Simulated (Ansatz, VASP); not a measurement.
**ZrO in VASP and in Ansatz**

```
Zr O
1.0
     3.19873    0.00000    0.00000
     0.00000    3.19873    0.00000
     0.00000    0.00000    5.98575
Zr O
2 2
Direct
  0.50000 0.50000 0.25000
  0.50000 0.50000 0.75000
  0.00000 0.50000 0.00000
  0.50000 0.00000 0.50000
```

Change from the starting cell: ordered vacancies on the cation sites of antifluorite (P4_2/mmc, No. 131).

Alike in both runs: functional PBE; k mesh 14 × 14 × 8; occupations gaussian, width 0.1 eV; no spin polarisation.

Ansatz relaxed the structure, and its values are those at the end. VASP's run is a single point on that final structure, the one shown.

```csv
,VASP,Ansatz
version,VASP 6.6.1,Ansatz 0.2.0
potentials or method,"VASP PAW PBE potentials, release 64 (Zr_sv, O)","scalar-relativistic, plane waves, PAW"
plane-wave cutoff (eV),520,420
valence electrons in the cell,36,36
```

|  | VASP | Ansatz | Ansatz less VASP |
| --- | --- | --- | --- |
| gap on the k mesh at the Fermi level (eV) | none | none | - |
| pressure (GPa) | 0.2 | 0.0 | -0.18 |

A gap of «none» marks a metal or a gap that the smearing closes. With one functional, cell and mesh, what is left measures potentials, basis and numerics.
